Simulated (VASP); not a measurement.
A run of VASP 6.6.1 is set up as follows.

File INCAR:

```
PREC = Accurate
ENCUT = 520
EDIFF = 1E-6
ISMEAR = -1
SIGMA = 0.05
LREAL = Auto
LASPH = T
NELM = 100
ALGO = Fast
ISIF = 2
LWAVE = F
LCHARG = F
GGA = PE
NBANDS = 48
```

File KPOINTS:

```
Automatic mesh
0
Gamma
  2 2 2
```

File POSCAR:

```
Si
1.0
    0.0000000000      5.4300000000      5.4300000000
    5.4300000000      0.0000000000      5.4300000000
    5.4300000000      5.4300000000      0.0000000000
Si
17
Direct
   -0.0106537753     -0.0148895028     -0.0289410681
    0.1574493554      0.1076335175      0.1184806630
    0.0115837937      0.0052486188      0.4833517495
    0.1344106814      0.1350000000      0.5884438306
    0.0527532228      0.4980386740     -0.0127900552
    0.0750920810      0.6376887661      0.1716482505
   -0.0474309392      0.4928268877      0.5555156538
    0.1233149171      0.6536832413      0.6292265193
    0.5147882136      0.0054880295     -0.0630386740
    0.5989686924      0.1202394107      0.1164456722
    0.5029650092     -0.0186924494      0.4982136280
    0.6513627993      0.1427440147      0.5715285451
    0.4700736648      0.5302578269      0.0252854512
    0.6549631676      0.6266758748      0.1369889503
    0.4871915285      0.5027163904      0.5142817680
    0.6015469613      0.6203683241      0.6459484346
    0.9019797422      0.3261418048      0.9229558011
```

Potentials or basis: VASP PAW PBE potentials, release 64 (Si).

The run is started by

```console
$ cat potpaw_PBE.64/Si/POTCAR > POTCAR
$ mpirun -np 1 vasp_std > vasp.out
```

Q: What does it give for the largest force?

A: 2.688 eV/Å.

Q: What does it give for the pressure?

A: 5.2 GPa.

Q: Estimate the band gap on the k mesh.

A: None (metal or under the smearing width).

Stress tensor (GPa, compression positive):
```
 4.51 -0.92  0.38
-0.92  5.95 -1.26
 0.38 -1.26  5.01
```

Caveat: the k mesh is coarse (spacing up to 0.50 Å⁻¹), so the values aren't converged.
